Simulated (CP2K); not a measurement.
NbP, 4 atoms in the cell. Symmetry: I4_1md, No. 109, tetragonal system. The conventional cell has a = 3.350 Å, b = 3.350 Å, c = 11.480 Å, α = 90.00°, β = 90.00°, γ = 90.00°. Nb (site symmetry 2mm) has 6 P at 2.55 Å as nearest neighbours. Around P (site symmetry 2mm) lie 6 Nb at 2.55 Å. The cell is a database's computed one.

* Program: CP2K 2026.2
* Task: single point
* Functional: RPBE
* Potentials or basis: GTH_POTENTIALS Nb GTH-PBE-q13, P GTH-PBE-q5; DZVP-MOLOPT-SR-GTH basis
* Density cutoff: 6123 eV
* k mesh: 9 × 9 × 9
* Occupations: fermi-dirac, width 0.0259 eV
* Spin: no spin polarisation
* SCF solver: diagonalisation with k points
* Quickstep method: GPW
* EPS_DEFAULT: 1.0E-9
* EPS_SCF: 1.0E-6
* MAX_SCF: 100
* SCF_GUESS: ATOMIC
* Mesh centred on Gamma: yes
* CHOLESKY: OFF
* EPS_EIGVAL: 1.0E-7
* MIXING METHOD: BROYDEN_MIXING
* MIXING ALPHA: 0.4
* MIXING BETA (1/bohr): 1.5
* NBUFFER: 8
* NGRIDS: 5
* REL_CUTOFF (Ry): 60
* Basis sets: Nb DZVP-MOLOPT-SR-GTH-q13, P DZVP-MOLOPT-SR-GTH-q5
* Potentials: Nb GTH-PBE-q13 of GTH_POTENTIALS, P GTH-PBE-q5 of GTH_POTENTIALS
* ADDED_MOS: [20]
* CUTOFF of the grids: 450 Ry

Potentials or basis: GTH_POTENTIALS Nb GTH-PBE-q13, P GTH-PBE-q5; DZVP-MOLOPT-SR-GTH basis.

Command:

```bash
$ OMP_NUM_THREADS=1 python nbp_scf.py
```

Hardware: 1 thread of Arm Neoverse V1, on a shared host.

**Question.** Estimate the wall time of this run.

**Answer.** Wall time 3.5 min on 1 thread of Arm Neoverse V1, on a shared host, peak memory 0.73 GiB. Counts: scf iterations 14, k points 365, basis 78, bands 38, force evaluations 1.
